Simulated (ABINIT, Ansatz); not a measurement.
Planning a run of ABINIT 10.8.3 on CaSe (Fm-3m). The input:

```
acell 3*1.0 Angstrom
rprim 
  -0.000000000000 2.956000000000 2.956000000000
  2.956000000000 -0.000000000000 2.956000000000
  2.956000000000 2.956000000000 -0.000000000000
ntypat 2
znucl 20 34
natom 2
typat 1 2
xred 
  0.000000000000 0.000000000000 0.000000000000
  0.500000000000 0.500000000000 0.500000000000
pp_dirpath "pseudos"
pseudos "Ca.upf, Se.upf"
ecut 39
ngkpt 4 4 4
nshiftk 1
shiftk 0 0 0
kptopt 1
chksymbreak 0
istwfk *1
occopt 1
irdwfk 1
optdriver 3
nband 59
ecuteps 4.4
inclvkb 2
awtr 1
symchi 1
indata_prefix "in"
outdata_prefix "out"
tmpdata_prefix "tmp"
```

The database entry behind the starting cell differs from later determinations by our own check (0.1 to 0.3 % short, probably kX units), so it need not match the best structure at ambient conditions.

```sh
OMP_NUM_THREADS=1 mpirun -n 4 abinit run.abi > log
```

Question: How long will it take on 4 MPI ranks of Arm Neoverse V2, shared host, and how much memory?

It took 15 s; on shared hardware allow 7.5 s to 30 s. Peak host memory was 0.75 GiB.

[Paths, hosts, dates, memory and timing lines, banners, echoed tables and standing remarks are left out of the program output.]

[Logs are printed without paths, hosts, clocks, repeated set-up lines and the standing remarks that a program may print on its own settings, such as how far it seeks lower states.]

[Runs of the session that timed out or met a known fault of the program may be left out.]

[Hosts, paths, dates, database ids (printed as entryN), source tags and the programs' standing remarks are cut or masked in the printed files.]

[G0W0 gaps are taken among the corrected bands and points alone; a level outside them can change the order at an edge.]

[Where Ansatz stands beside ABINIT at settings called matched, ABINIT's density can come from a denser mesh and the files from another edition; pairs whose starting gaps differed by over 0.03 eV were left out, so agreement reads better than it is.]
